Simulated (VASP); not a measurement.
## Se: band structure with PBE

The system is Se.

```
CELL_PARAMETERS angstrom
4.35517 0.00000 0.00000
-2.17759 3.77169 0.00000
0.00000 0.00000 4.94945
ATOMIC_POSITIONS crystal
Se 0.78300 0.78300 0.50000
Se 0.00000 0.21700 0.83333
Se 0.21700 0.00000 0.16667
```

```
Program                : VASP 6.6.1
Task                   : band structure
Functional             : PBE
Potentials or basis    : VASP PAW PBE potentials, release 64 (Se)
Cutoff                 : 250 eV
k mesh                 : 4 × 4 × 4
Occupations            : gaussian, width 0.02 eV
Spin                   : no spin polarisation
Further INCAR settings : ALGO = Fast; EDIFF = 1e-07; NBANDS = 16
```

| Quantity | Value |
| --- | --- |
| Band gap along the path | 0.96 eV, indirect (least direct gap 1.14 eV) |

Levels at the corners of the path, in eV from the valence-band top:
```csv
point,band 5,band 6,band 7,band 8,band 9,band 10,band 11,band 12,band 13,band 14
Γ,-4.00,-3.80,-2.20,-2.20,-0.42,2.04,2.04,2.43,6.01,6.38
M,-4.85,-3.47,-2.97,-1.97,-1.07,2.06,2.60,4.32,5.38,7.59
M,-4.85,-3.47,-2.97,-1.97,-1.07,2.06,2.60,4.32,5.38,7.59
K,-5.21,-2.92,-2.92,-2.68,-1.64,3.17,3.17,3.98,5.83,7.84
K,-5.21,-2.92,-2.92,-2.68,-1.64,3.17,3.17,3.98,5.83,7.84
Γ,-4.00,-3.80,-2.20,-2.20,-0.42,2.04,2.04,2.43,6.01,6.38
Γ,-4.00,-3.80,-2.20,-2.20,-0.42,2.04,2.04,2.43,6.01,6.38
A,-3.50,-3.50,-1.58,-1.58,-1.23,1.27,1.42,1.42,6.11,7.38
A,-3.50,-3.50,-1.58,-1.58,-1.23,1.27,1.42,1.42,6.11,7.38
L,-4.60,-4.37,-1.88,-1.45,0.00,1.53,2.80,3.15,6.21,7.86
L,-4.60,-4.37,-1.88,-1.45,0.00,1.53,2.80,3.15,6.21,7.86
H,-5.03,-5.03,-1.19,-0.23,-0.23,0.96,2.95,2.95,6.50,7.74
H,-5.03,-5.03,-1.19,-0.23,-0.23,0.96,2.95,2.95,6.50,7.74
A,-3.50,-3.50,-1.58,-1.58,-1.23,1.27,1.42,1.42,6.11,7.38
L,-4.60,-4.37,-1.88,-1.45,0.00,1.53,2.80,3.15,6.21,7.86
M,-4.85,-3.47,-2.97,-1.97,-1.07,2.06,2.60,4.32,5.38,7.59
K,-5.21,-2.92,-2.92,-2.68,-1.64,3.17,3.17,3.98,5.83,7.84
H,-5.03,-5.03,-1.19,-0.23,-0.23,0.96,2.95,2.95,6.50,7.74
```

Wall time 32 s on 1 thread of Intel(R) Xeon(R) Platinum 8259CL CPU @ 2.50GHz (Skylake/Cascade Lake), with other jobs on the host, peak memory 0.15 GiB.

Caveat: the log is that of the step along the path at fixed density, whose energy, stress, charges and moments have no meaning.
